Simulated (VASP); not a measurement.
Here is a VASP 6.6.1 calculation.

Contents of INCAR:

```
SYSTEM = C
PREC = Accurate
ENCUT = 520
EDIFF = 1E-7
ISMEAR = 0
SIGMA = 0.05
LREAL = .False.
LASPH = .True.
NELM = 100
ALGO = Fast
ISIF = 2
LWAVE = .False.
LCHARG = .False.
GGA = PS
NBANDS = 11
```

Contents of KPOINTS:

```
Automatic mesh
0
Gamma
  13 13 13
  0 0 0
```

File POSCAR:

```
C
2.5221
    0.000000000000      0.707097260220      0.707097260220
    0.707097260220      0.000000000000      0.707097260220
    0.707097260220      0.707097260220      0.000000000000
C
2
Direct
    0.7500000000      0.7500000000      0.7500000000
    0.5000000000      0.5000000000      0.5000000000
```

Potentials or basis: VASP PAW PBE potentials, release 54 (C).

Launch:

```sh
$ cat potpaw_PBE.54/C/POTCAR > POTCAR
$ mpirun -np 1 vasp_std > vasp.out
```

Q: What does it give for the pressure?

A: -3.8 GPa.

Q: Estimate the band gap on the k mesh.

A: 4.01 eV, indirect (least direct gap 5.54 eV).

Caveat: the PAW data sets were made with another functional, which shifts forces and pressure a little; an odd mesh through Γ misses points on the zone boundary, where band edges often lie.
